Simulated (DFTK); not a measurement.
Set up this calculation in DFTK 0.8.2, as the native input.

```yaml
Task: band structure
Functional: PBE
Potentials_or_basis: in-house norm-conserving set (PBE, scalar relativistic)
Cutoff: 952 eV
k_mesh: 7 × 7 × 7
Occupations: fermi-dirac, width 0.05 eV
Spin: no spin polarisation
Valence_electrons: Ag 19, Br 7
SCF_tolerance_on_the_density: 1e-06
```

The structure of AgBr lies in POSCAR:

```
AgBr
1.0
    0.0000000000      2.8701500000      2.8701500000
    2.8701500000      0.0000000000      2.8701500000
    2.8701500000      2.8701500000      0.0000000000
Ag Br
1 1
Direct
    0.0000000000      0.0000000000      0.0000000000
    0.5000000000      0.5000000000      0.5000000000
```

One way to write it, as run:

run.jl

```julia
using DFTK
using PseudoPotentialData
using Unitful, UnitfulAtomic
using LinearAlgebra, Printf
include("save.jl")
disable_threading()

lines     = readlines("POSCAR")
lattice   = austrip(1u"Å") * parse(Float64, lines[2]) * hcat([parse.(Float64, split(l)) for l in lines[3:5]]...)
symbols   = vcat([fill(Symbol(s), parse(Int, n)) for (s, n) in zip(split(lines[6]), split(lines[7]))]...)
positions = [parse.(Float64, split(l)[1:3]) for l in lines[9:8+length(symbols)]]
pseudopotentials = Dict(:Ag => "Ag.upf", :Br => "Br.upf")
elements = Dict(s => ElementPsp(s, pseudopotentials; rcut=10.0) for s in unique(symbols))
atoms    = [elements[s] for s in symbols]

build_model(lattice, positions; symmetries=true) =
    model_DFT(lattice, atoms, positions;
              functionals=PBE(),
              temperature=austrip(0.05u"eV"),
              smearing=Smearing.FermiDirac(),
              symmetries)
Ecut  = 35.0  # hartree
kgrid = [7, 7, 7]
tol   = 1e-6
to_GPa = ustrip(uconvert(u"GPa", 1u"hartree/bohr^3"))

model = build_model(lattice, positions)
basis = PlaneWaveBasis(model; Ecut, kgrid)
display(basis)
scfres = self_consistent_field(basis;
                               tol,
                               nbandsalg=AdaptiveBands(model; n_bands_converge=18))
display(scfres.energies)
@printf "Fermi level: %.6f eV\n" ustrip(auconvert(u"eV", something(scfres.εF, NaN)))
forces = compute_forces_cart(scfres)
println("Forces (eV/Å)")
for (s, f) in zip(symbols, forces)
    @printf "%-3s %12.6f %12.6f %12.6f\n" s ustrip.(auconvert.(u"eV/Å", f))...
end
stress = compute_stresses_cart(scfres)
println("Stress (GPa)")
display(round.(stress * to_GPa; digits=4))
println("Levels at the first k-point (eV): ", round.(ustrip.(auconvert.(u"eV", scfres.eigenvalues[1][1:scfres.n_bands_converge])); digits=4))
save_scf!(scfres; forces, stress)

points = Dict("G" => [0.0, 0.0, 0.0], "K" => [0.375, 0.375, 0.75], "L" => [0.5, 0.5, 0.5], "U" => [0.625, 0.25, 0.625], "W" => [0.5, 0.25, 0.75], "X" => [0.5, 0.0, 0.5])
segments = [("G", "X", 7), ("X", "W", 4), ("W", "K", 3), ("K", "G", 7), ("G", "L", 6), ("L", "U", 4), ("U", "W", 3), ("W", "L", 5), ("L", "K", 4), ("U", "X", 3)]
kcoords = vcat([[points[a] + t * (points[b] - points[a]) for t in range(0, 1, n)] for (a, b, n) in segments]...)
bands = compute_bands(scfres, ExplicitKpoints(kcoords); n_bands=20, tol=1e-5)
for (k, ε) in zip(bands.basis.kpoints, bands.eigenvalues)
    @printf "%d %8.4f %8.4f %8.4f " k.spin k.coordinate...
    println(join([@sprintf("%9.4f", e) for e in ustrip.(auconvert.(u"eV", ε .- scfres.εF))]))
end
results["band_energies"] = rows(bands.eigenvalues); results["band_kpoints"] = rows(kcoords)
```

Potentials or basis: in-house norm-conserving set (PBE, scalar relativistic).

Command:

```console
$ julia --threads=1 run.jl  # save.jl only writes the numbers to a file and isn't shown; printed stress counts tension as positive; times include loading and compiling
```

Results of the run:

```json
{
 "Pressure": "2.3 GPa",
 "Band gap on the k mesh": "0.75 eV, indirect (least direct gap 2.61 eV)",
 "Band gap along the path": "0.67 eV, indirect (least direct gap 2.61 eV)"
}
```

Run time: 5.2 min on 1 thread of AMD EPYC 7571, on a shared host, peak memory 1.8 GiB.
